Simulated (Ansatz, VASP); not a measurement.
# Na in VASP and in Ansatz

```
Na
1.0
    -1.81025    1.81025    2.54208
     1.81025   -1.81025    2.54208
     1.81025    1.81025   -2.54208
Na
1
Direct
  0.00000 0.00000 0.00000
```

This isn't the form of Na at room conditions, which is bcc.

Alike in both runs: functional LDA; k mesh 16 × 16 × 16; occupations gaussian, width 0.1 eV; no spin polarisation.

Ansatz relaxed the structure, and its values are those at the end. VASP's run is a single point on that final structure, the one shown.

|  | VASP | Ansatz |
| --- | --- | --- |
| version | VASP 6.6.1 | Ansatz 0.2.0 |
| potentials or method | VASP PAW LDA potentials, release 64 (Na_pv) | scalar-relativistic, plane waves, PAW |
| plane-wave cutoff (eV) | 520 | 520 |
| valence electrons in the cell | 7 | 9 |

|  | VASP | Ansatz | Ansatz less VASP |
| --- | --- | --- | --- |
| gap on the k mesh at the Fermi level (eV) | none | none | - |
| pressure (GPa) | 0.0 | 0.0 | +0.02 |

A gap of «none» marks a metal or a gap that the smearing closes. The two sets of potentials don't hold the same shells in valence.
